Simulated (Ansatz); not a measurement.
# LiF (CsCl type): from bands to localised orbitals, part 2 of 2

Aim: build maximally localised Wannier functions for LiF (CsCl type) from several sets of trial orbitals, and check spreads and centres, and how well the models interpolate the bands. The runs, in order: PBE, anion s p, 6×6×6; PBE, anion s p, 4×4×4; PBE, anion s p, 10×10×10; PBE, anion p, 6×6×6; PBE, cation s and anion p, disentangled, 6×6×6; r2SCAN, anion s p, 6×6×6; r2SCAN, anion p, 6×6×6; r2SCAN, cation s and anion p, disentangled, 6×6×6; HSE06, anion s p, 6×6×6; HSE06, anion p, 6×6×6 (level, trial orbitals, Wannier mesh).

Ansatz 0.2.0; plane waves, PAW. The steps go on from the part before.

**7. r2SCAN, anion s p, 6×6×6**

input.yaml

```yaml
crystal:
  lattice:
    - [2.5162584444, 0.0, 0.0]
    - [0.0, 2.5162584444, 0.0]
    - [0.0, 0.0, 2.5162584444]
  atoms:
    - { symbol: Li, position: [0.0, 0.0, 0.0] }
    - { symbol: F, position: [0.5, 0.5, 0.5] }
kpoints:
  mp_grid: { grid: [8, 8, 8] }
  band_path:
    path:
      - [[0.0, 0.0, 0.0], [7.123362701384e-52, 0.5, 1.275657215476e-35], [0.5, 0.5, -5.740457469642e-35], [0.0, 0.0, 0.0], [0.5, 0.5, 0.5], [7.123362701384e-52, 0.5, 1.275657215476e-35]]
      - [[0.5, 0.5, 0.5], [0.5, 0.5, -5.740457469642e-35]]
    npoints: 10
hamiltonian:
  xc: r2scan
scf:
  occupations: { method: fixed }
  n_extra_bands: 6
output:
  forces: false
  stress: false
  eigenvalues: true
  wannier:
    kmesh: [6, 6, 6]
    projections: [{ species: F, l: s, shell: 2 }, { species: F, l: p, shell: 2 }]
    minimise: true
    write_hr: true
    conv_tol: 1.0e-08
    max_iter: 3000
```

Started as:

```console
ansatz run input.yaml --threads 4 --pin off --max-ram 3686MiB --backend cpu --events-out ev --progress --plain --runs-dir out
```

The program printed (excerpt; [...] marks lines left out):

```text
Warning: RAYON_NUM_THREADS=4 ignored (pool sized by the plan → 4); use --threads N
scf.n_extra_bands = 6 over 5 filled bands (N_el = 10.0): the run solves 11 bands
[...]
Pseudopotentials: kind: paw
Pseudopotential: Li, paw, valence charge 3, recommended cutoff 500 eV (meta_gga), Li.paw.azcp
Pseudopotential: F, paw, valence charge 7, recommended cutoff 500 eV (meta_gga), F.paw.azcp
Functional definition: r2SCAN
[...]
Crystal: 2 atoms, lattice volume = 15.932 Å³
Basis set: ecut = 500 eV, 437 PW (Γ), exchange–correlation on 80×80×80 points (64 copies of the dense FFT grid, shifted against one another)
Bands: 11, of which v1, the nominal top of the filled ones, is band 5 counted from 1 (4 counted from 0)
Symmetry: 48 space group operations
Space group: Pm-3m (ITA 221), of the structure as read, at distance tolerance 2.5e-5 Å
k-points: 35 of 512
[...]
SCF iter   6: F=-1017.710542 eV  HF=-1017.710542 eV  |F-HF|=2.10e-9  |Δ(HF+E_count)|=   2.22e-8  Δρ=6.30e-6  dr2=3.56e-9  dr2_τ=2.23e-10  ethr=3.31e-10  ⟨swp⟩=6.0  Hψ=1812  notcnv=0
[...]
NSCF: frozen V_eff on 62 k-points
NSCF: frozen V_eff on 23 k-points
the Wannier pass solved 23 of the 216 points of its mesh, and has the states at the others by symmetry: states obtained by the crystal's operations at points that were solved too leave a residual of 2.14e-13 eV (read by the count's bands and the next), within 4.76e-6 eV
SCF converged after 6 iterations
Free energy (F): -1017.710542 eV
[...]
E sigma→0 (E₀):  -1017.710542 eV
Fermi energy:    1.937597 eV
[...]
--- Band table (eV; the first three rows and the last of 35) ---
  k-point 0: bands = ["-41.9332", "-20.2223", "1.2050", "1.2050", "1.2050", "10.8477", "22.2981", "22.2981", "24.9846", "24.9846", "24.9846"]
[...]
Wannier search: line search 1 of at most 3000: gauge-dependent spread (as the search counts it) 0.6385066 Å², largest recent change 8.1e-3 Å² and fall left 8.1e-7 Å² against conv_tol 1.0e-8 Å², 0 stops escaped
```

Run time: 0.96 s. Hardware: 4 threads of Arm Neoverse V1, shared host; peak memory 0.27 GiB.

wannier.win names the bands that the functions span: 2-5 (counted from 1; 5 are filled).

The head of wannier.spreads.toml:

```toml
omega_i_ang2 = 1.4267822089551316
omega_d_ang2 = 0.0000677067755147441
omega_od_ang2 = 0.3275904649004205
omega_total_ang2 = 1.7544403806310669
least_projectability = 0.9791567801798894
b_vectors_match_mmn = true
n_iter = 52
converged = true
rejected_fitted_steps = 0
```

The functions (centres in Å, on-site energies from the top of the filled bands):

```tsv
n	x	y	z	spread (Å²)	on-site (eV)	nearest atoms	distance (Å)
1	1.092	1.092	1.093	0.437	-6.901	F2	0.29
2	1.205	1.205	1.534	0.439	-6.741	F2	0.29
3	1.533	1.204	1.204	0.439	-6.743	F2	0.29
4	1.204	1.533	1.204	0.439	-6.743	F2	0.29
```

Along the path each interpolated band stays within 0.00, 0.01, 0.00, 0.00 eV of the nearest computed level, from the lowest band up.

**8. r2SCAN, anion p, 6×6×6**

input.yaml: that of step 7 with these lines changed.

```diff
@@ -26,3 +26,3 @@
     kmesh: [6, 6, 6]
-    projections: [{ species: F, l: s, shell: 2 }, { species: F, l: p, shell: 2 }]
+    projections: [{ species: F, l: p, shell: 2 }]
     minimise: true
@@ -31 +31,5 @@
     max_iter: 3000
+  write_density: true
+  write_potential: true
+  elf: true
+  volumetric_format: npy
```

Started as:

```console
ansatz run input.yaml --threads 4 --pin off --max-ram 3686MiB --backend cpu --events-out ev --progress --plain --runs-dir out
```

The program printed (excerpt; [...] marks lines left out):

```text
Warning: RAYON_NUM_THREADS=4 ignored (pool sized by the plan → 4); use --threads N
scf.n_extra_bands = 6 over 5 filled bands (N_el = 10.0): the run solves 11 bands
[...]
[... 4 set-up lines as earlier in the session ...]
[...]
Crystal: 2 atoms, lattice volume = 15.932 Å³
Basis set: ecut = 500 eV, 437 PW (Γ), exchange–correlation on 80×80×80 points (64 copies of the dense FFT grid, shifted against one another)
Bands: 11, of which v1, the nominal top of the filled ones, is band 5 counted from 1 (4 counted from 0)
[... 2 set-up lines as earlier in the session ...]
k-points: 35 of 512
[...]
SCF iter   6: F=-1017.710542 eV  HF=-1017.710542 eV  |F-HF|=2.10e-9  |Δ(HF+E_count)|=   2.22e-8  Δρ=6.30e-6  dr2=3.56e-9  dr2_τ=2.23e-10  ethr=3.31e-10  ⟨swp⟩=6.0  Hψ=1812  notcnv=0
[...]
NSCF: frozen V_eff on 62 k-points
NSCF: frozen V_eff on 23 k-points
the Wannier pass solved 23 of the 216 points of its mesh, and has the states at the others by symmetry: states obtained by the crystal's operations at points that were solved too leave a residual of 2.14e-13 eV (read by the count's bands and the next), within 4.76e-6 eV
SCF converged after 6 iterations
Free energy (F): -1017.710542 eV
[...]
E sigma→0 (E₀):  -1017.710542 eV
Fermi energy:    1.937597 eV
[...]
--- Band table (eV; the first three rows and the last of 35) ---
  k-point 0: bands = ["-41.9332", "-20.2223", "1.2050", "1.2050", "1.2050", "10.8477", "22.2981", "22.2981", "24.9846", "24.9846", "24.9846"]
[...]
Wannier search: line search 1 of at most 3000: gauge-dependent spread (as the search counts it) 0.0035000 Å², largest recent change 3.1e-6 Å² and fall left 1.7e-11 Å² against conv_tol 1.0e-8 Å², 0 stops escaped
```

Wall time 0.83 s (4 threads of Arm Neoverse V1, shared host); peak memory 0.28 GiB.

wannier.win names the bands that the functions span: 3-5 (counted from 1; 5 are filled).

The head of wannier.spreads.toml:

```toml
omega_i_ang2 = 1.7022675734457522
omega_d_ang2 = 0.00000000000000000000000000019629875556788158
omega_od_ang2 = 0.003499991358754504
omega_total_ang2 = 1.7057675648045068
least_projectability = 0.9643694197649223
b_vectors_match_mmn = true
n_iter = 6
converged = true
rejected_fitted_steps = 0
```

The functions (centres in Å, on-site energies from the top of the filled bands):

```tsv
n	x	y	z	spread (Å²)	on-site (eV)	nearest atoms	distance (Å)
1	1.258	1.258	1.258	0.569	-1.913	F2	0.00
2	1.258	1.258	1.258	0.569	-1.913	F2	0.00
3	1.258	1.258	1.258	0.569	-1.913	F2	0.00
```

Along the path each interpolated band stays within 0.01, 0.00, 0.00 eV of the nearest computed level, from the lowest band up.

**9. r2SCAN, cation s and anion p, disentangled, 6×6×6**

input.yaml: that of step 8 with these lines changed.

```diff
@@ -26,3 +26,3 @@
     kmesh: [6, 6, 6]
-    projections: [{ species: F, l: p, shell: 2 }]
+    projections: [{ species: Li, l: s, shell: 2 }, { species: F, l: p, shell: 2 }]
     minimise: true
@@ -31,5 +31,2 @@
     max_iter: 3000
-  write_density: true
-  write_potential: true
-  elf: true
-  volumetric_format: npy
+    disentanglement: { window: [-8.06, 22.85], frozen_window: [-5.06, 11.65] }
```

Started as:

```console
ansatz run input.yaml --threads 4 --pin off --max-ram 3686MiB --backend cpu --events-out ev --progress --plain --runs-dir out
```

The program printed (excerpt; [...] marks lines left out):

```text
Warning: RAYON_NUM_THREADS=4 ignored (pool sized by the plan → 4); use --threads N
scf.n_extra_bands = 6 over 5 filled bands (N_el = 10.0): the run solves 11 bands
[...]
[... 4 set-up lines as earlier in the session ...]
[...]
Crystal: 2 atoms, lattice volume = 15.932 Å³
Basis set: ecut = 500 eV, 437 PW (Γ), exchange–correlation on 80×80×80 points (64 copies of the dense FFT grid, shifted against one another)
Bands: 11, of which v1, the nominal top of the filled ones, is band 5 counted from 1 (4 counted from 0)
[... 2 set-up lines as earlier in the session ...]
k-points: 35 of 512
[...]
SCF iter   6: F=-1017.710542 eV  HF=-1017.710542 eV  |F-HF|=2.10e-9  |Δ(HF+E_count)|=   2.22e-8  Δρ=6.30e-6  dr2=3.56e-9  dr2_τ=2.23e-10  ethr=3.31e-10  ⟨swp⟩=6.0  Hψ=1812  notcnv=0
[...]
NSCF: frozen V_eff on 62 k-points
NSCF: frozen V_eff on 23 k-points
the Wannier pass solved 23 of the 216 points of its mesh, and has the states at the others by symmetry: states obtained by the crystal's operations at points that were solved too leave a residual of 2.72e-13 eV (read by the count's bands and the next), within 4.76e-6 eV
SCF converged after 6 iterations
Free energy (F): -1017.710542 eV
[...]
E sigma→0 (E₀):  -1017.710542 eV
Fermi energy:    1.937597 eV
[...]
--- Band table (eV; the first three rows and the last of 35) ---
  k-point 0: bands = ["-41.9332", "-20.2223", "1.2050", "1.2050", "1.2050", "10.8477", "22.2981", "22.2981", "24.9846", "24.9846", "24.9846"]
[...]
Wannier search: line search 1 of at most 3000: gauge-dependent spread (as the search counts it) 0.0448931 Å², largest recent change 9.5e-3 Å² and fall left 6.1e-7 Å² against conv_tol 1.0e-8 Å², 0 stops escaped
```

It took 0.93 s on 4 threads of Arm Neoverse V1, shared host; peak memory 0.28 GiB.

The windows are typed on the program's own energy scale, on which the last band filled by count tops at 1.94 eV.

The head of wannier.spreads.toml:

```toml
omega_i_ang2 = 2.7831070219052805
omega_d_ang2 = 0.0000000000000000000000000025594182330383954
omega_od_ang2 = 0.0448919468526128
omega_total_ang2 = 2.8279989687578935
least_projectability = -1.48441651913391e-17
b_vectors_match_mmn = true
n_iter = 7
converged = true
rejected_fitted_steps = 0
dis_converged = true
dis_n_iter = 32
dis_n_moved = 1
dis_level_miss = 0.004489133972679863
```

The functions (centres in Å, on-site energies from the top of the filled bands):

```tsv
n	x	y	z	spread (Å²)	on-site (eV)	nearest atoms	distance (Å)
1	0.000	0.000	-1.258	1.256	12.310	Li1 Li1	1.26
2	1.258	1.258	1.258	0.567	-1.899	F2	0.00
3	1.258	1.258	1.258	0.502	-1.308	F2	0.00
4	1.258	1.258	1.258	0.502	-1.308	F2	0.00
```

Along the path each interpolated band stays within 0.01, 0.01, 0.01, 2.71 eV of the nearest computed level, from the lowest band up; bands outside the frozen window needn't match, and between the mesh's points a coarse mesh lets the others stray too.

Misses of an eV or more mean that the model does not follow those bands.

The least projectability is 0.00: some state is hardly reached by the trial orbitals.

**10. HSE06, anion s p, 6×6×6**

input.yaml

```yaml
crystal:
  lattice:
    - [2.5162584444, 0.0, 0.0]
    - [0.0, 2.5162584444, 0.0]
    - [0.0, 0.0, 2.5162584444]
  atoms:
    - { symbol: Li, position: [0.0, 0.0, 0.0] }
    - { symbol: F, position: [0.5, 0.5, 0.5] }
kpoints:
  mp_grid: { grid: [6, 6, 6] }
  band_path:
    path:
      - [0.0, 0.0, 0.0]
      - [0.0, 0.5, 0.0]
      - [0.5, 0.5, 0.0]
      - [0.5, 0.5, 0.5]
      - [0.0, 0.5, 0.5]
    npoints: 1
hamiltonian:
  xc: hse06
scf:
  occupations: { method: fixed }
  n_extra_bands: 6
output:
  forces: false
  stress: false
  eigenvalues: true
  wannier:
    kmesh: [6, 6, 6]
    projections: [{ species: F, l: s, shell: 2 }, { species: F, l: p, shell: 2 }]
    minimise: true
    write_hr: true
    conv_tol: 1.0e-08
    max_iter: 3000
```

Started as:

```console
ansatz run input.yaml --threads 4 --pin off --max-ram 3686MiB --backend cpu --events-out ev --progress --plain --runs-dir out
```

The program printed (excerpt; [...] marks lines left out):

```text
Warning: RAYON_NUM_THREADS=4 ignored (pool sized by the plan → 4); use --threads N
scf.n_extra_bands = 6 over 5 filled bands (N_el = 10.0): the run solves 11 bands
[...]
[... 3 set-up lines as earlier in the session ...]
Functional definition: HSE06
[...]
davidson cushion auto → on  (no smearing: the cushion is to keep the highest requested band from converging to the state above it; pin scf.eigensolver.cushion to override)
Crystal: 2 atoms, lattice volume = 15.932 Å³
Basis set: ecut = 420 eV, 305 PW (Γ)
Bands: 11, of which v1, the nominal top of the filled ones, is band 5 counted from 1 (4 counted from 0)
[... 2 set-up lines as earlier in the session ...]
k-points: 20 of 216
[...]
hybrid SCF converged: 2 outer / 9 inner (+2 warm-up), last move |dexx| = 6.57e-8 eV, tail = 2.90e-8 eV
Stability not checked: this state was not tested for a lower state beside it, because the functional holds exact exchange (a hybrid, or Hartree-Fock), whose exchange loop this test does not read (fock_operator; see scf.lower_state_search)
Free energy (F): -1015.489520 eV
Frozen-core exchange: fock
[...]
E sigma→0 (E₀):  -1015.489520 eV
Fermi energy:    0.873155 eV
[...]
--- Band table (eV; the first three rows and the last of 20) ---
  k-point 0: bands = ["-44.0696", "-21.7950", "0.1133", "0.1133", "0.1133", "11.0419", "22.3492", "22.3492", "25.0528", "25.0528", "25.0528"]
[...]
Wannier search: line search 1 of at most 3000: gauge-dependent spread (as the search counts it) 0.6398605 Å², largest recent change 8.2e-3 Å² and fall left 7.7e-7 Å² against conv_tol 1.0e-8 Å², 0 stops escaped
```

It took 13 s on 4 threads of Arm Neoverse V1, shared host; peak memory 0.53 GiB.

wannier.win names the bands that the functions span: 2-5 (counted from 1; 5 are filled).

The head of wannier.spreads.toml:

```toml
omega_i_ang2 = 1.416591052829773
omega_d_ang2 = 0.00006832976661789802
omega_od_ang2 = 0.32781820378473453
omega_total_ang2 = 1.7444775863811253
least_projectability = 0.9799864433653571
b_vectors_match_mmn = true
n_iter = 53
converged = true
rejected_fitted_steps = 0
```

The functions (centres in Å, on-site energies from the top of the filled bands):

```tsv
n	x	y	z	spread (Å²)	on-site (eV)	nearest atoms	distance (Å)
1	1.092	1.092	1.093	0.435	-7.080	F2	0.29
2	1.205	1.205	1.534	0.437	-6.922	F2	0.29
3	1.534	1.204	1.204	0.437	-6.924	F2	0.29
4	1.204	1.534	1.204	0.437	-6.923	F2	0.29
```

**11. HSE06, anion p, 6×6×6**

input.yaml: that of step 10 with these lines changed.

```diff
@@ -29,3 +29,3 @@
     kmesh: [6, 6, 6]
-    projections: [{ species: F, l: s, shell: 2 }, { species: F, l: p, shell: 2 }]
+    projections: [{ species: F, l: p, shell: 2 }]
     minimise: true
```

Started as:

```console
ansatz run input.yaml --threads 4 --pin off --max-ram 3686MiB --backend cpu --events-out ev --progress --plain --runs-dir out
```

The program printed (excerpt; [...] marks lines left out):

```text
Warning: RAYON_NUM_THREADS=4 ignored (pool sized by the plan → 4); use --threads N
scf.n_extra_bands = 6 over 5 filled bands (N_el = 10.0): the run solves 11 bands
[...]
[... 4 set-up lines as earlier in the session ...]
[...]
davidson cushion auto → on  (no smearing: the cushion is to keep the highest requested band from converging to the state above it; pin scf.eigensolver.cushion to override)
Crystal: 2 atoms, lattice volume = 15.932 Å³
Basis set: ecut = 420 eV, 305 PW (Γ)
Bands: 11, of which v1, the nominal top of the filled ones, is band 5 counted from 1 (4 counted from 0)
[... 2 set-up lines as earlier in the session ...]
k-points: 20 of 216
[...]
hybrid SCF converged: 2 outer / 9 inner (+2 warm-up), last move |dexx| = 6.57e-8 eV, tail = 2.90e-8 eV
Stability not checked: this state was not tested for a lower state beside it, because the functional holds exact exchange (a hybrid, or Hartree-Fock), whose exchange loop this test does not read (fock_operator; see scf.lower_state_search)
Free energy (F): -1015.489520 eV
Frozen-core exchange: fock
[...]
E sigma→0 (E₀):  -1015.489520 eV
Fermi energy:    0.873155 eV
[...]
--- Band table (eV; the first three rows and the last of 20) ---
  k-point 0: bands = ["-44.0696", "-21.7950", "0.1133", "0.1133", "0.1133", "11.0419", "22.3492", "22.3492", "25.0528", "25.0528", "25.0528"]
[...]
Wannier search: line search 1 of at most 3000: gauge-dependent spread (as the search counts it) 0.0030066 Å², largest recent change 3.0e-6 Å² and fall left 1.5e-11 Å² against conv_tol 1.0e-8 Å², 0 stops escaped
```

Wall time 13 s (4 threads of Arm Neoverse V1, shared host); peak memory 0.53 GiB.

wannier.win names the bands that the functions span: 3-5 (counted from 1; 5 are filled).

The head of wannier.spreads.toml:

```toml
omega_i_ang2 = 1.693179896304244
omega_d_ang2 = 0.00000000000000000000000000023649612123173045
omega_od_ang2 = 0.0030065686826780684
omega_total_ang2 = 1.696186464986922
least_projectability = 0.9652576760062428
b_vectors_match_mmn = true
n_iter = 6
converged = true
rejected_fitted_steps = 0
```

The functions (centres in Å, on-site energies from the top of the filled bands):

```tsv
n	x	y	z	spread (Å²)	on-site (eV)	nearest atoms	distance (Å)
1	1.258	1.258	1.258	0.565	-1.996	F2	0.00
2	1.258	1.258	1.258	0.565	-1.996	F2	0.00
3	1.258	1.258	1.258	0.565	-1.996	F2	0.00
```

**12. Comparison**

```tsv
run	functions	total spread (Å²)	invariant part (Å²)	mean spread (Å²)	largest miss of a band (eV)	time
PBE, anion s p, 6×6×6	4	1.798	1.466	0.449	0.01	0.62 s
PBE, anion s p, 4×4×4	4	1.740	1.414	0.435	0.05	0.48 s
PBE, anion s p, 10×10×10	4	1.828	1.494	0.457	0.00	1.2 s
PBE, anion p, 6×6×6	3	1.749	1.745	0.583	0.01	0.5 s
PBE, cation s and anion p, disentangled, 6×6×6	4	2.869	2.820	0.717	2.50	0.59 s
r2SCAN, anion s p, 6×6×6	4	1.754	1.427	0.439	0.01	0.96 s
r2SCAN, anion p, 6×6×6	3	1.706	1.702	0.569	0.01	0.83 s
r2SCAN, cation s and anion p, disentangled, 6×6×6	4	2.828	2.783	0.707	2.71	0.93 s
HSE06, anion s p, 6×6×6	4	1.744	1.417	0.436	not checked	13 s
HSE06, anion p, 6×6×6	3	1.696	1.693	0.565	not checked	13 s
```

**13. Outcome**

What follows sums up all 2 parts.

```
                                                       quantity                         value
                            total spread, PBE, anion s p, 6×6×6      1.80 Å² over 4 functions
                            total spread, PBE, anion s p, 4×4×4      1.74 Å² over 4 functions
                         total spread, PBE, anion s p, 10×10×10      1.83 Å² over 4 functions
                              total spread, PBE, anion p, 6×6×6      1.75 Å² over 3 functions
   total spread, PBE, cation s and anion p, disentangled, 6×6×6      2.87 Å² over 4 functions
                         total spread, r2SCAN, anion s p, 6×6×6      1.75 Å² over 4 functions
                           total spread, r2SCAN, anion p, 6×6×6      1.71 Å² over 3 functions
total spread, r2SCAN, cation s and anion p, disentangled, 6×6×6      2.83 Å² over 4 functions
                          total spread, HSE06, anion s p, 6×6×6      1.74 Å² over 4 functions
                            total spread, HSE06, anion p, 6×6×6      1.70 Å² over 3 functions
                                       centres of the first set  0.29 Å from the nearest atom
```

With PBE, anion s p, 6×6×6 the 4 functions move off the atoms, with a mean spread of 0.45 Å²; 82 % of the total is gauge invariant. The total spread goes from 1.74 Å² on 4×4×4 to 1.83 Å² on 10×10×10: finite differences in k understate it on coarse meshes, while the largest miss of a band goes from 0.05 to 0.00 eV. On one set and mesh the functional gives 1.80 (PBE), 1.75 (r2SCAN), 1.74 (HSE06) Å². The disentangled models miss some band by up to 2.7 eV, which may lie outside their frozen windows.
